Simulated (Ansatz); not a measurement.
**S: the crystal squeezed far**

Aim: compress S (omega type) step by step, far beyond the usual range, and follow pressure and electronic structure. Methods of the runs shown: PAW. Its runs: cell relaxed at zero pressure (PAW); volume scaled by 1 (PAW and PAW (source ansatz)); shape and atoms relaxed at 0.95 of the volume (PAW); volume scaled by 0.95 (PAW); shape and atoms relaxed at 0.65 of the volume (PAW); volume scaled by 0.65 (PAW); shape and atoms relaxed at 0.45 of the volume (PAW); volume scaled by 0.45 (PAW); shape and atoms relaxed at 0.4 of the volume (PAW); volume scaled by 0.4 (PAW and PAW (partial_waves polarizable)).

Computed with Ansatz 0.2.0 (DFT PBE, with the methods named in each step, unless a step's input says otherwise).

3 further runs of the same task are left out: 3 that didn't finish.

## Step 1: The structure to begin with

Symmetry: P6/mmm, No. 191, hexagonal system. The conventional cell has a = 4.563 Å, b = 4.563 Å, c = 2.829 Å, α = 90.00°, β = 90.00°, γ = 120.00°. S (site symmetry 6/mmm) is surrounded by 14 S at 2.83 to 2.99 Å. S (site symmetry -6m2) has 11 S at 2.63 to 2.99 Å as nearest neighbours.

Coordinates:

```
S
1.0
     4.56264    0.00000    0.00000
    -2.28132    3.95136    0.00000
     0.00000    0.00000    2.82884
S
3
Direct
  0.00000 0.00000 0.00000
  0.33333 0.66667 0.50000
  0.66667 0.33333 0.50000
```

Whether this phase is the stable one at these pressures isn't tested.

Atoms are numbered in the order of the input: S1, S2, S3.

## Step 2: Cell relaxed at zero pressure, PAW

input.yaml reads:

```yaml
crystal:
  lattice:
    - [4.5626373533, 0.0, 0.0]
    - [-2.2813186767, 3.9513598562, 0.0]
    - [0.0, 0.0, 2.8288351591]
  atoms:
    - { symbol: S, position: [0.0, 0.0, 0.0] }
    - { symbol: S, position: [0.3333333333, 0.6666666667, 0.5] }
    - { symbol: S, position: [0.6666666667, 0.3333333333, 0.5] }
kpoints:
  mp_grid: { grid: [8, 8, 11] }
scf:
  occupations: { method: fermi_dirac, width: 0.1 }
hamiltonian:
  xc: pbe
  pseudopotentials: { kind: paw }
output:
  forces: true
  stress: true
  write_density: true
  write_potential: true
  elf: true
  volumetric_format: npy
relax:
  f_tol: 0.005
  max_steps: 40
  cell: {}
```

Launch:

```
ansatz run input.yaml --threads 1 --pin off --max-ram 3072MiB --backend cpu --events-out ev --progress --plain --runs-dir out
```

Further steps of the session: Volume scaled by 1, PAW; Volume scaled by 1, PAW (source ansatz); Shape and atoms relaxed at 0.95 of the volume, PAW; Volume scaled by 0.95, PAW; Shape and atoms relaxed at 0.65 of the volume, PAW; Volume scaled by 0.65, PAW; Shape and atoms relaxed at 0.45 of the volume, PAW; Volume scaled by 0.45, PAW; Shape and atoms relaxed at 0.4 of the volume, PAW; Volume scaled by 0.4, PAW; Volume scaled by 0.4, PAW (partial_waves polarizable).

**Question.** What will these runs give? Wanted: PAW pressure at 0.4 of the volume; PAW; fitted bulk modulus at zero pressure.

The runs gave:

| quantity | value |
| --- | --- |
| PAW pressure at 0.4 of the volume | 58.9 GPa |
| PAW (partial_waves polarizable) pressure at 0.4 of the volume | 58.9 GPa |
| fitted bulk modulus at zero pressure (PAW) | 0.0 GPa |
| its pressure derivative | 829.20 |

In words: At 0.4 of the starting volume PAW gives 59 GPa. A third-order Birch-Murnaghan curve fits the range only roughly (B₀ = 0.0 GPa, B′ = 829.20, misfit at most 1.95 GPa). A fit over so wide a range leans to the high pressures, so B₀ can be off by several per cent. No all-electron run checks these rows here, and frozen cores can fail under such compression. The ions are at rest, and the electrons smeared by 0.1 eV.
